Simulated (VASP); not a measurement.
A run of VASP 6.6.1 is set up as follows.

Contents of INCAR:

```
SYSTEM = SnSe2
PREC     = Accurate       ! precision mode
ENCUT    = 580            ! plane-wave cutoff, eV
EDIFF    = 1E-7           ! SCF threshold, eV
ISMEAR   = 0              ! smearing method
SIGMA    = 0.02           ! smearing width, eV
LREAL    = .FALSE.        ! projectors in reciprocal space
LASPH    = .TRUE.         ! aspherical terms in the spheres
NELM     = 100            ! most SCF steps
ALGO     = Normal         ! electronic algorithm
ISIF     = 3              ! what is computed and relaxed
LWAVE    = .FALSE.        ! write WAVECAR
LCHARG   = .FALSE.        ! write CHGCAR
GGA      = PS             ! functional
IBRION   = 2              ! ionic algorithm
NSW      = 90             ! ionic steps
EDIFFG   = -0.005         ! ionic threshold
```

File KPOINTS:

```
regular mesh
0
G
  9 9 4
  0 0 0
```

POSCAR

```
SnSe2
1.0
    3.8418991400      0.0000000000      0.0000000000
   -1.9209495700      3.3271822500      0.0000000000
    0.0000000000      0.0000000000      6.4858801000
Sn Se
1 2
Direct
    0.0000000000      0.0000000000      0.0000000000
    0.6666666700      0.3333333300      0.7570988600
    0.3333333300      0.6666666700      0.2429011400
```

Potentials or basis: VASP PAW PBE potentials, release 64 (Sn, Se).

Launch:

```console
$ cat potpaw_PBE.64/Sn/POTCAR potpaw_PBE.64/Se/POTCAR > POTCAR
$ mpirun -np 1 vasp_std > vasp.out
```

Problem. What does it give for the band gap on the k mesh?

Solution. 0.60 eV, indirect (least direct gap 0.98 eV).

Problem. Predict the space group after relaxing (to 0.05 Å).

Solution. P-3m1 (No. 164).

Problem. What does it give for the relaxed cell?

Solution. a = 3.819 Å, b = 3.819 Å, c = 6.142 Å, α = 90.00°, β = 90.00°, γ = 120.00°.

Final structure:
```cif
data_structure
_symmetry_space_group_name_H-M 'P 1'
_symmetry_Int_Tables_number 1
_cell_length_a 3.8187
_cell_length_b 3.8187
_cell_length_c 6.1425
_cell_angle_alpha 90.000
_cell_angle_beta 90.000
_cell_angle_gamma 120.000
_cell_volume 77.57
loop_
_atom_site_label
_atom_site_type_symbol
_atom_site_fract_x
_atom_site_fract_y
_atom_site_fract_z
_atom_site_occupancy
Sn1 Sn 0.00000 0.00000 0.00000 1
Se1 Se 0.66667 0.33333 0.74143 1
Se2 Se 0.33333 0.66667 0.25857 1
```

Caveat: spin-orbit coupling is left out, which moves the levels of the heavy elements; an odd mesh through Γ misses points on the zone boundary, where band edges often lie.
